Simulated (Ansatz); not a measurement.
## Rh under changes of volume

One of the cells (14.302 Å³/atom); the others are scaled copies at fixed shape and fractional positions:

```
CELL_PARAMETERS angstrom
2.73098 0.00000 0.00000
-1.36549 2.36510 0.00000
0.00000 0.00000 4.42849
ATOMIC_POSITIONS crystal
Rh 0.33333 0.66667 0.25000
Rh 0.66667 0.33333 0.75000
```

This isn't the form of Rh at room conditions, which is fcc.

```yaml
Program: Ansatz 0.2.0
Functional: PBEsol
Potentials_or_basis: all-electron LAPW, scalar-relativistic
Cutoff: 290 eV (chosen from the basis error)
Basis_error_allowed: 0.0005 eV/atom
k_mesh: 11 × 11 × 6
Occupations: fermi-dirac, width 0.05 eV
Spin: no spin polarisation
```

| volume (Å³/atom) | energy over the lowest point (meV/atom) | pressure (GPa) |
| --- | --- | --- |
| 13.444 | 0.00 | 2.5 |
| 13.730 | 1.39 | -3.6 |
| 14.016 | 12.99 | -9.0 |
| 14.302 | 33.54 | -13.7 |
| 14.588 | 61.96 | -17.8 |
| 14.874 | ? | ? |
| 15.160 | 138.58 | -24.5 |

Task: What does the run at 14.874 Å³/atom give?

Result: Energy over the lowest point 97.26 meV/atom; pressure -21.4 GPa.

Worked out: A Birch-Murnaghan fit of order 3 (a polynomial in V^(-2/3)) to the other rows has its minimum at 13.55 Å³/atom with B0 = V·E''(V) = 294 GPa and B' = 5.2 at fixed shape and positions, which overstates the stiffness. It gives 97.26 meV/atom at 14.874 Å³/atom, against the run's 97.26, and -dE/dV = -21.5 GPa, against -21.4.

Energies are extrapolated to zero smearing.
